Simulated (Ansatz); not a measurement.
Pressure against volume: Zr

```
CELL_PARAMETERS angstrom
0.00000 2.25500 2.25500
2.25500 0.00000 2.25500
2.25500 2.25500 0.00000
ATOMIC_POSITIONS crystal
Zr 0.00000 0.00000 0.00000
```

The cell is COD entry 1534901, as deposited and not checked against the literature; nothing was relaxed.

Levels of theory: DFT, PBE, all-electron LAPW, scalar-relativistic (Ansatz 0.2.0); DFT, PBE, PAW with Ansatz's default frozen-core files, scalar-relativistic (Ansatz 0.2.0).

For LAPW: a Γ-centred 13×13×13 k mesh, Fermi–Dirac smearing of 0.05 eV, basis error target 0.5 meV/atom, no spin polarisation. PAW takes a cutoff of 420 eV at this cell. The Ansatz runs share mesh, smearing and spin set-up. Plane-wave (PAW) pressures include the program's estimate of the Pulay term.

The cell above is scaled evenly, with fractional coordinates and shape held.

```csv
V/V(cell),V (Å³/atom),"P, LAPW (GPa)","P, PAW (GPa)","free energy over the lowest listed, PAW (meV/atom)"
0.9405,21.569,7.38,7.35,36.0
0.9800,22.475,3.11,3.09,6.8
1.0000,22.933,1.19,1.17,0.8
1.0200,23.392,-0.58,-0.61,0.0
1.0600,24.309,-3.75,-3.77,12.8
```

**Question.** What do Birch–Murnaghan fits to the pressures give?

**Answer.** LAPW: V0 = 23.24 Å³/atom, B0 = 89 GPa, B0′ = 2.9; PAW: V0 = 23.23 Å³/atom, B0 = 89 GPa, B0′ = 2.9.

PAW's V0 lies -0.03 % from the all-electron value and its B0 0.0 %. Symmetry fixes shape and coordinates here, so this is the relaxed modulus.
